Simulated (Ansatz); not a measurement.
# W (Im-3m) in Ansatz: a series of runs

The runs below take W through single point, with PBE.

Everything below comes from runs of Ansatz 0.2.0. Logs are shortened: lines on timing, memory, paths and dates and some standing lists are left out, and cuts for length are marked.

## Step 1: Starting point

The structure is cubic, space group Im-3m (No. 229). The conventional cell has a = 3.165 Å, b = 3.165 Å, c = 3.165 Å, α = 90.00°, β = 90.00°, γ = 90.00°. W (site symmetry m-3m) is surrounded by 8 W at 2.74 Å.

## Step 2: Single point, PBE

Contents of input.yaml:

```yaml
crystal:
  lattice:
    - [-1.582345, 1.582345, 1.582345]
    - [1.582345, -1.582345, 1.582345]
    - [1.582345, 1.582345, -1.582345]
  atoms:
    - { symbol: W, position: [0.0, 0.0, 0.0] }
hamiltonian:
  xc: pbe
  pseudopotentials: { kind: paw }
kpoints:
  mp_grid: { grid: [12, 12, 12] }
scf:
  occupations: { method: gaussian, width: 0.023 }
output:
  forces: true
  stress: true
  eigenvalues: true
```

Potentials or basis: Ansatz PAW.

Command:

```console
$ ansatz run input.yaml --threads 2 --pin off --max-ram 5632MiB --backend cpu --events-out ev --progress --plain --runs-dir out
```

The log of the run:

```text
Warning: RAYON_NUM_THREADS=2 ignored (pool sized by the plan → 2); use --threads N
Engine: ansatz 0.2.0, x86_64-unknown-linux-gnu
Pseudopotentials: kind: paw
Pseudopotential: W, paw, valence charge 14, recommended cutoff 420 eV (normal), W.paw.azcp
Functional definition: PBE
  parameter kappa = 0.804
  parameter beta = 0.06672455060314922
  exchange = pbe_x(kappa = kappa, mu = beta*pi^2/3)
  correlation = pbe_c(beta = beta)
Crystal: 1 atoms, lattice volume = 15.848 Å³
Basis set: ecut = 420 eV, 321 PW (Γ), exchange–correlation on 40×40×40 points (8 copies of the dense FFT grid, shifted against one another)
Bands: 11, of which v1, the nominal top of the filled ones, is band 7 counted from 1 (6 counted from 0)
Symmetry: 48 space group operations
Space group: Im-3m (ITA 229), of the structure as read, at distance tolerance 2.5e-5 Å
k-points: 72 of 1728
Non-local potential: W, projectors of the file, l = 0: 3, l = 1: 2, l = 2: 2, l = 3: 1
PAW form: soft (Blöchl's): semilocal exchange-correlation on the pseudo side does not see the compensation charge
PAW one-centre angular grid: W, 590 points (default); XC on 64 Gauss nodes
Initial density: superposition of atomic densities (neutral atoms: chi_scale 0, normalization atom), corrected by the library's trained network
Initial wavefunctions: pseudopotential atomic-orbital guess
Functional: x = pbe(κ = 0.804, μ = 0.2195149727645171), c = pbe(β = 0.06672455060314922)
SCF iter   1: F=—  HF=-10384.817400 eV  |F-HF|=—  |Δ(HF+E_count)|=         —  Δρ=1.76e-3  dr2=1.31e-4  ethr=1.77e-3  ⟨swp⟩=5.5  Hψ=4350  notcnv=0
preconditioner: auto → none  [insulator: Δε(μ)=0.044 eV  Ē_g=9.064 eV  σ=0.023 eV  W_gap=0.78  n_scr=0 (ndim 8)  ℏωp=22.8 eV  f_vac=0.000  D(μ)=1.47/eV (n_scr^D=18)  ε∞_Penn≈7.4]
SCF iter   2: F=—  HF=-10384.817196 eV  |F-HF|=—  |Δ(HF+E_count)|=   2.04e-4  Δρ=9.49e-4  dr2=3.88e-5  ethr=9.39e-7  ⟨swp⟩=2.4  Hψ=1931  notcnv=0  defer=3
SCF iter   3: F=—  HF=-10384.817222 eV  |F-HF|=—  |Δ(HF+E_count)|=   2.57e-5  Δρ=3.09e-4  dr2=1.52e-5  ethr=2.77e-7  ⟨swp⟩=2.0  Hψ=1274  notcnv=0  defer=3
SCF iter   4: F=—  HF=-10384.817215 eV  |F-HF|=—  |Δ(HF+E_count)|=   6.36e-6  Δρ=9.67e-5  dr2=1.07e-6  ethr=1.09e-7  ⟨swp⟩=2.8  Hψ=1209  notcnv=0  defer=3
SCF iter   5: F=—  HF=-10384.817215 eV  |F-HF|=—  |Δ(HF+E_count)|=   3.30e-7  Δρ=5.37e-5  dr2=3.62e-7  ethr=7.66e-9  ⟨swp⟩=2.0  Hψ=1288  notcnv=0  defer=3
SCF iter   6: F=-10384.817215 eV  HF=-10384.817215 eV  |F-HF|=4.52e-8  |Δ(HF+E_count)|=   1.34e-7  Δρ=2.09e-5  dr2=5.50e-8  ethr=7.14e-10  ⟨swp⟩=2.7  Hψ=2932  notcnv=0
SCF 1 converged in 6 iterations: F = -10384.817215 eV  dr2 = 5.50e-8
SCF converged after 6 iterations
Free energy (F): -10384.817215 eV
Harris-Foulkes:  -10384.817215 eV  (|F-HF|=4.52e-8)
Internal energy: -10384.816819 eV  (E = F + TS)
E sigma→0 (E₀):  -10384.817017 eV
Entropy (-TS):   -0.000396 eV (-0.396 meV/atom)
Fermi energy:    22.517556 eV
--- Per-component energies (eV) ---
  E_band       = -81.403631
  E_kinetic    = 450.397837
  E_local      = -598.147962  (includes V_loc(G=0)·N_el)
  E_nonlocal   = 0.263015
  E_hartree    = 215.045526
  E_xc         = -267.157947
  E_vxc        = -239.073200  (∫ρ·V_xc dr)
  E_paw        = -8562.448553  (= ΣΔE_a)
  E_vpaw       = -124.927701  (= ΣTr[D̂ρ^β])
  E_aug_tail   = -0.000058  (compensation charges beyond the density's cutoff)
  E_ewald      = -1622.768677
  E_smearing   = -0.000396  (= −TS)
  E_closure    = 0.000000  (closes the sum)
  Σ components = -10384.817215   (vs F -10384.817215, Δ=0.00e0)
--- Forces (eV/Å), atoms counted from 1 ---
  atom   1  W     -0.00000000    -0.00000000     0.00000000
  max |Σ_I F_I| component: 8.83e-32 eV/Å
--- Stress (GPa, compression-positive) ---
        6.029256      -0.000000       0.000000
       -0.000000       6.029256       0.000000
        0.000000      -0.000000       6.029256
  P = ⅓ Tr σ = 6.0293 GPa (60.293 kbar)
--- Band table (eV; the first three rows and the last of 72) ---
  k-point 0: bands = ["-51.4913", "-15.0891", "-15.0891", "-15.0891", "12.9975", "21.3832", "21.3832", "21.3832", "24.8742", "24.8742", "37.1417"]
  k-point 1: bands = ["-51.4823", "-15.1826", "-15.1183", "-15.0896", "13.3313", "21.1832", "21.3324", "21.7085", "24.5734", "24.8789", "37.4155"]
  k-point 2: bands = ["-51.4578", "-15.4323", "-15.1972", "-15.0909", "14.2435", "20.6800", "21.0818", "22.6597", "24.1773", "24.9250", "37.8747"]
  k-point 71: bands = ["-51.2558", "-15.9937", "-15.9937", "-15.9937", "16.7855", "16.7855", "27.7811", "27.7811", "27.7811", "30.8754", "30.8754"]
```

Wall time 0.73 s (2 threads of Intel Xeon at 2.70GHz, shared host); peak memory 0.29 GiB.

Results:

```yaml
Free_energy: -10384.8172 eV
Pressure: 6.0 GPa
Band_gap_on_the_k_mesh: none (metal or under the smearing width)
```

Levels at points of the mesh, in eV from the Fermi level:
```tsv
k point	band 3	band 4	band 5	band 6	band 7	band 8	band 9	band 10	band 11
(0.00, 0.00, 0.00)	-37.61	-37.61	-9.52	-1.13	-1.13	-1.13	2.36	2.36	14.62
(0.00, 0.00, -0.50)	-38.03	-37.61	-6.17	-3.47	0.80	2.25	3.24	6.26	11.19
(-0.50, -0.50, -0.50)	-38.51	-38.51	-5.73	-5.73	5.26	5.26	5.26	8.36	8.36
```

Spin-orbit coupling is left out, which matters for the levels of W.

## Step 3: Single point, PBE

Changes to input.yaml since step 2:

```diff
@@ -13,3 +13,3 @@
 scf:
-  occupations: { method: gaussian, width: 0.023 }
+  occupations: { method: gaussian, width: 0.024 }
 output:
```

Potentials or basis: Ansatz PAW.

Command:

```console
$ ansatz run input.yaml --threads 2 --pin off --max-ram 5632MiB --backend cpu --events-out ev --progress --plain --runs-dir out
```

The log of the run:

```text
Warning: RAYON_NUM_THREADS=2 ignored (pool sized by the plan → 2); use --threads N
[... 8 set-up lines as earlier in the session ...]
Crystal: 1 atoms, lattice volume = 15.848 Å³
Basis set: ecut = 420 eV, 321 PW (Γ), exchange–correlation on 40×40×40 points (8 copies of the dense FFT grid, shifted against one another)
Bands: 11, of which v1, the nominal top of the filled ones, is band 7 counted from 1 (6 counted from 0)
[... 2 set-up lines as earlier in the session ...]
k-points: 72 of 1728
[... 6 set-up lines as earlier in the session ...]
SCF iter   1: F=—  HF=-10384.817417 eV  |F-HF|=—  |Δ(HF+E_count)|=         —  Δρ=1.76e-3  dr2=1.30e-4  ethr=1.77e-3  ⟨swp⟩=5.5  Hψ=4344  notcnv=0
preconditioner: auto → none  [insulator: Δε(μ)=0.044 eV  Ē_g=9.064 eV  σ=0.024 eV  W_gap=0.77  n_scr=0 (ndim 8)  ℏωp=22.8 eV  f_vac=0.000  D(μ)=1.44/eV (n_scr^D=18)  ε∞_Penn≈7.4]
SCF iter   2: F=—  HF=-10384.817214 eV  |F-HF|=—  |Δ(HF+E_count)|=   2.04e-4  Δρ=9.47e-4  dr2=3.85e-5  ethr=9.28e-7  ⟨swp⟩=2.4  Hψ=1915  notcnv=0  defer=3
SCF iter   3: F=—  HF=-10384.817239 eV  |F-HF|=—  |Δ(HF+E_count)|=   2.58e-5  Δρ=3.11e-4  dr2=1.54e-5  ethr=2.75e-7  ⟨swp⟩=2.0  Hψ=1275  notcnv=0  defer=3
SCF iter   4: F=—  HF=-10384.817233 eV  |F-HF|=—  |Δ(HF+E_count)|=   6.44e-6  Δρ=9.76e-5  dr2=1.10e-6  ethr=1.10e-7  ⟨swp⟩=2.8  Hψ=1208  notcnv=0  defer=3
SCF iter   5: F=—  HF=-10384.817233 eV  |F-HF|=—  |Δ(HF+E_count)|=   3.41e-7  Δρ=5.38e-5  dr2=3.63e-7  ethr=7.83e-9  ⟨swp⟩=2.0  Hψ=1288  notcnv=0  defer=3
SCF iter   6: F=-10384.817232 eV  HF=-10384.817232 eV  |F-HF|=4.48e-8  |Δ(HF+E_count)|=   1.34e-7  Δρ=2.08e-5  dr2=5.46e-8  ethr=7.14e-10  ⟨swp⟩=2.7  Hψ=2936  notcnv=0
SCF 1 converged in 6 iterations: F = -10384.817232 eV  dr2 = 5.46e-8
SCF converged after 6 iterations
Free energy (F): -10384.817232 eV
Harris-Foulkes:  -10384.817232 eV  (|F-HF|=4.48e-8)
Internal energy: -10384.816807 eV  (E = F + TS)
E sigma→0 (E₀):  -10384.817020 eV
Entropy (-TS):   -0.000425 eV (-0.425 meV/atom)
Fermi energy:    22.518037 eV
--- Per-component energies (eV) ---
  E_band       = -81.402049
  E_kinetic    = 450.398268
  E_local      = -598.150640  (includes V_loc(G=0)·N_el)
  E_nonlocal   = 0.263848
  E_hartree    = 215.047121
  E_xc         = -267.157908
  E_vxc        = -239.073186  (∫ρ·V_xc dr)
  E_paw        = -8562.448761  (= ΣΔE_a)
  E_vpaw       = -124.927936  (= ΣTr[D̂ρ^β])
  E_aug_tail   = -0.000058  (compensation charges beyond the density's cutoff)
  E_ewald      = -1622.768677
  E_smearing   = -0.000425  (= −TS)
  E_closure    = 0.000000  (closes the sum)
  Σ components = -10384.817232   (vs F -10384.817232, Δ=0.00e0)
--- Forces (eV/Å), atoms counted from 1 ---
  atom   1  W     -0.00000000     0.00000000     0.00000000
  max |Σ_I F_I| component: 4.11e-32 eV/Å
--- Stress (GPa, compression-positive) ---
        6.026334      -0.000000       0.000000
        0.000000       6.026334      -0.000000
        0.000000       0.000000       6.026334
  P = ⅓ Tr σ = 6.0263 GPa (60.263 kbar)
--- Band table (eV; the first three rows and the last of 72) ---
  k-point 0: bands = ["-51.4911", "-15.0890", "-15.0890", "-15.0890", "12.9975", "21.3833", "21.3833", "21.3833", "24.8743", "24.8743", "37.1417"]
  k-point 1: bands = ["-51.4822", "-15.1824", "-15.1181", "-15.0894", "13.3313", "21.1833", "21.3324", "21.7086", "24.5735", "24.8790", "37.4155"]
  k-point 2: bands = ["-51.4576", "-15.4321", "-15.1970", "-15.0907", "14.2435", "20.6801", "21.0819", "22.6598", "24.1774", "24.9251", "37.8747"]
  k-point 71: bands = ["-51.2556", "-15.9936", "-15.9936", "-15.9936", "16.7855", "16.7855", "27.7812", "27.7812", "27.7812", "30.8754", "30.8754"]
```

Run time: 0.95 s. Hardware: 2 threads of Intel Xeon at 2.70GHz, shared host; peak memory 0.29 GiB.

What came out:

- Free energy: -10384.8172 eV
- Pressure: 6.0 GPa
- Band gap on the k mesh: none (metal or under the smearing width)

Spin-orbit coupling is left out, which matters for the levels of W.
